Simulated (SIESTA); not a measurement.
## Ge under changes of volume

One of the cells (23.092 Å³/atom); the others are scaled copies at fixed shape and fractional positions:

```xyz
2
Lattice="0.0000 2.8476 2.8476 2.8476 0.0000 2.8476 2.8476 2.8476 0.0000" Properties=species:S:1:pos:R:3 pbc="T T T"
Ge    4.2715    4.2715    4.2715
Ge    2.8476    2.8476    2.8476
```

```yaml
Program: SIESTA 5.4.2
Functional: PBEsol
Potentials_or_basis: PseudoDojo 0.4 standard (PBEsol files)
Basis: DZP (energy shift 0.003 Ry; two zetas on semicore shells)
Grid_cutoff: 800 Ry
Energy_shift: 0.003 Ry
k_mesh: 8 × 8 × 8
Occupations: fermi-dirac, width 0.05 eV
Spin: no spin polarisation
```

```csv
volume (Å³/atom),energy over the lowest point (meV/atom),pressure (GPa)
21.281,38.16,7.2
21.733,21.08,4.9
22.186,9.87,3.1
23.092,0.00,0.4
23.545,?,?
23.997,5.67,-2.2
```

Q: What does the run at 23.545 Å³/atom give?

A: Energy over the lowest point 0.96 meV/atom; pressure -1.0 GPa.

Worked out: A Birch-Murnaghan fit of order 3 (a polynomial in V^(-2/3)) to the other rows has its minimum at 23.18 Å³/atom with B0 = V·E''(V) = 67 GPa and B' = 4.5. It gives 1.17 meV/atom at 23.545 Å³/atom, against the run's 0.96, and -dE/dV = -1.0 GPa, against -1.0.

Energies are extrapolated to zero smearing.

Caveats: the basis of atomic orbitals isn't converged, which shifts pressures, moduli and gaps.
